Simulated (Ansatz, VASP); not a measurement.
**One calculation of MgF2, two programs**

```xyz
6
Lattice="4.6976 0.0000 0.0000 0.0000 4.6976 0.0000 0.0000 0.0000 3.0930" Properties=species:S:1:pos:R:3 pbc="T T T"
Mg    2.3488    2.3488    1.5465
Mg    0.0000    0.0000    0.0000
F     3.2715    3.2715    0.0000
F     3.7748    0.9228    1.5465
F     1.4260    1.4260    0.0000
F     0.9228    3.7748    1.5465
```

Alike in both runs: task single point; functional PBE; k mesh 6 × 6 × 8; occupations gaussian, width 0.02 eV; no spin polarisation.

|  | VASP | Ansatz |
| --- | --- | --- |
| version | VASP 6.6.1 | Ansatz 0.2.0 |
| potentials or method | VASP PAW PBE potentials, release 64 (Mg, F) | scalar-relativistic, plane waves, PAW |
| plane-wave cutoff (eV) | 520 | 420 |
| valence electrons in the cell | 32 | 48 |

```tsv
	VASP	Ansatz	Ansatz less VASP
gap on the k mesh at the Fermi level (eV)	6.80	6.84	+0.040
least direct gap on the mesh (eV)	6.80	6.84	+0.040
pressure (GPa)	-0.7	0.0	+0.76
largest component of the traceless stress (GPa)	0.07	0.01	-0.054
```

With one functional, cell and mesh, what is left measures potentials, basis and numerics. The two sets of potentials don't hold the same shells in valence.

A k mesh can miss the band edges.
